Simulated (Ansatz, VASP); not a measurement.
**Al2Cu in VASP and in Ansatz**

```
CELL_PARAMETERS angstrom
3.94126 0.00000 0.00000
0.00000 3.94126 0.00000
0.00000 0.00000 3.04511
ATOMIC_POSITIONS crystal
Al 0.50498 0.00000 0.50000
Al 0.92735 0.50000 0.50000
Cu 0.02873 0.00000 0.00000
```

Change from the starting cell: mode 4 frozen in at -0.297 Å, strain +e along z and -e/2 along x and y +0.0700.

Alike in both runs: task single point; functional PBEsol; k mesh 10 × 10 × 14; occupations gaussian, width 0.15 eV; no spin polarisation.

```csv
,VASP,Ansatz
version,VASP 6.6.1,Ansatz 0.2.0
potentials or method,"VASP PAW PBE potentials, release 64 (Al, Cu)","scalar-relativistic, plane waves, PAW"
plane-wave cutoff (eV),520,520
valence electrons in the cell,17,25
```

```csv
,VASP,Ansatz,Ansatz less VASP
gap on the k mesh at the Fermi level (eV),none,none,-
pressure (GPa),2.9,2.7,-0.19
largest component of the traceless stress (GPa),7.82,7.83,+0.014
rms of the force components (eV/Å),0.456,0.459,+0.0024
```

Atom by atom the forces differ by 0.003 eV/Å (rms over components). A gap of «none» marks a metal or a gap that the smearing closes. The functional is the same, so the differences come from potentials, cutoffs and numerics. The two sets of potentials don't hold the same shells in valence. Ansatz warned: «pseudo_functional_mismatch».

Caveats: the PAW data sets were made with another functional, which shifts forces and pressure a little (VASP).
